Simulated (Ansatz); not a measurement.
# What a change of settings does: CdO

First run: DFT, PBE, norm-conserving pseudopotentials, Ansatz's default files, scalar-relativistic (Ansatz 0.2.0).

Command: `ansatz run input.yaml --threads 1 --pin off --max-ram 2048MiB --backend cpu --events-out ev --progress --plain --runs-dir out` It took 2.1 s on 1 thread of Intel(R) Xeon(R) 6975P-C (Granite Rapids), on a shared host, peak memory 0.35 GiB.

```yaml
crystal:
  lattice:
    - [0.0, 2.3495, 2.3495]
    - [2.3495, 0.0, 2.3495]
    - [2.3495, 2.3495, 0.0]
  atoms:
    - { symbol: Cd, position: [0.0, 0.0, 0.0] }
    - { symbol: O, position: [0.5, 0.5, 0.5] }
kpoints:
  mp_grid: { grid: [8, 8, 8] }
scf:
  occupations: { method: fermi_dirac, width: 0.03 }
hamiltonian:
  xc: pbe
  pseudopotentials: { kind: nc }
output:
  forces: true
  stress: true
  eigenvalues: true
  populations: true
```

The cell is entry 1011003 of the Crystallography Open Database, unrelaxed.

This run: the undistorted cell.

It converges in 8 SCF iterations at a pressure of 6.01 GPa, cutoff 1240 eV.

The input is then changed:

```diff
   occupations: { method: fermi_dirac, width: 0.03 }
+  n_extra_bands: 1
 hamiltonian:
```

Problem. Predict the outcome of the changed run.

Solution. It converges in 8 SCF iterations at a pressure of 6.01 GPa, cutoff 1240 eV, free energy 0.0 meV/atom against the first run's.
